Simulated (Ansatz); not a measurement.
# MnO2 and the effect of the starting magnetic order

Symmetry: R-3m, No. 166, trigonal system. Conventional cell: a = 2.857 Å, b = 2.857 Å, c = 13.752 Å, α = 90.00°, β = 90.00°, γ = 120.00°. Mn (site symmetry -3m) is surrounded by 6 O at 1.90 Å. O (site symmetry 3m) has 3 Mn at 1.90 Å as nearest neighbours.

Measurements of this composition are mostly on another form, of space group No. 136.

Kept alike: task single point; functional PBEsol; k mesh 11 × 11 × 11; occupations fermi-dirac, width 0.05 eV. Program: Ansatz, Ansatz PAW, cutoff 420 eV. The mesh is that of the run's cell of 3 atoms. No spin-orbit coupling.

```csv
starting magnetic order,largest site moment (μB),moment of the cell (μB),free energy over the lowest row (meV/atom)
"ferromagnetic start, larger moments",2.49,3.00,0.00
fm,2.49,3.00,0.00
random,2.49,3.00,0.00
spin off,0.00,0.00,361.57
```

Moments of the cell are magnitudes, and a label names the start alone. The runs hold the magnetic state that their start led to, which needn't be the lowest. The row without spin has no moments by construction. Site moments count inside each atom's sphere or projector. All rows use potentials made for PBE.

Task: What does the starting magnetic order change here?

Result: The largest site moment runs from 0.00 (spin off) to 2.49 μB (ferromagnetic start, larger moments; fm; random). The moment of the cell runs from 0.00 (spin off) to 3.00 μB (ferromagnetic start, larger moments; fm; random). The free energy is lowest at ferromagnetic start, larger moments; fm; random, and 361.57 meV an atom higher at spin off. Starts that end at one energy have found one state: ferromagnetic start, larger moments; fm; random.
